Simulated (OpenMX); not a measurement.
## ZrSe2 under changes of volume

One of the cells (25.784 Å³/atom); the others are scaled copies at fixed shape and fractional positions:

```
Zr Se
1.0
     3.79800    0.00000    0.00000
    -1.89900    3.28916    0.00000
     0.00000    0.00000    6.19200
Zr Se
1 2
Cartesian
  0.0000 0.0000 0.0000
  1.8990 1.0964 4.6440
  0.0000 2.1928 1.5480
```

```yaml
Program: OpenMX 3.8.5
Functional: PBE
Potentials_or_basis: OpenMX 2013 PBE set, Zr7.0-s3p2d1, Se7.0-s3p2d1, fixed grid of 40 × 40 × 75 points
k_mesh: 9 × 9 × 5
Occupations: fermi-dirac, width 0.05 eV
Spin: no spin polarisation
```

```tsv
volume (Å³/atom)	energy over the lowest point (meV/atom)	gap on the mesh (eV)	largest force (eV/Å)
24.237	71.89	0.19	1.484
24.753	45.08	0.23	1.202
25.268	25.07	0.26	0.937
25.784	?	?	?
26.300	3.11	0.32	0.464
26.815	0.00	0.34	0.249
27.331	1.49	0.36	0.049
```

Problem. What does the run at 25.784 Å³/atom give?

Solution. Energy over the lowest point 11.29 meV/atom; gap on the mesh 0.29 eV; largest force 0.692 eV/Å.

Worked out: A Birch-Murnaghan fit of order 3 (a polynomial in V^(-2/3)) to the other rows has its minimum at 26.90 Å³/atom with B0 = V·E''(V) = 73 GPa and B' = 4.1 at fixed shape and positions, which overstates the stiffness. It gives 11.29 meV/atom at 25.784 Å³/atom, against the run's 11.29. A straight line through the other rows of the gap, of slope 1.41 eV per unit of ln V, gives 0.28 eV, against the run's 0.29.

Energies are extrapolated to zero smearing.

Caveats: an odd mesh through Γ misses points on the zone boundary, where band edges often lie; this functional lacks dispersion, which binds the layers, so the pressure and a relaxed spacing across them are unreliable; the basis of atomic orbitals isn't converged, which shifts pressures, moduli and gaps; forces of over 1 eV/Å show positions far from the minimum, so gaps and moduli don't describe the material at rest (some runs). Spin-orbit coupling on Se, Zr is left out.
